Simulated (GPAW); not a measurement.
Crystal: InP.

```xyz
2
Lattice="0.0000 2.9305 2.9305 2.9305 0.0000 2.9305 2.9305 2.9305 0.0000" Properties=species:S:1:pos:R:3 pbc="T T T"
In    0.0000    0.0000    0.0000
P     1.4652    1.4652    1.4652
```

Base run:

| Item | Value |
| --- | --- |
| Program | GPAW 26.7.0 |
| Functional | WC |
| Potentials or basis | PAW data sets generated in the run's folder for this functional |
| Cutoff | 600 eV |
| Basis | pw |
| k mesh | 6 × 6 × 6 |
| Occupations | fermi-dirac, width 0.05 eV |
| Spin | spin-orbit coupling, no magnetisation |

Its results: band gap on the k mesh 0.54 eV, direct; pressure 0.4 GPa.

Task: The run is repeated on the same cell with these changes: functional from WC to BLYP; band points from 100 to 80. What comes out?

Result: Band gap on the k mesh 0.56 eV, direct; pressure 6.4 GPa.

Caveats: spin-orbit coupling was added after a scalar SCF, so levels and gaps hold it while energy, forces, pressure and moments don't; this program's spin-orbit splittings come out too wide for heavy elements.

Not every run made on this cell is shown here.
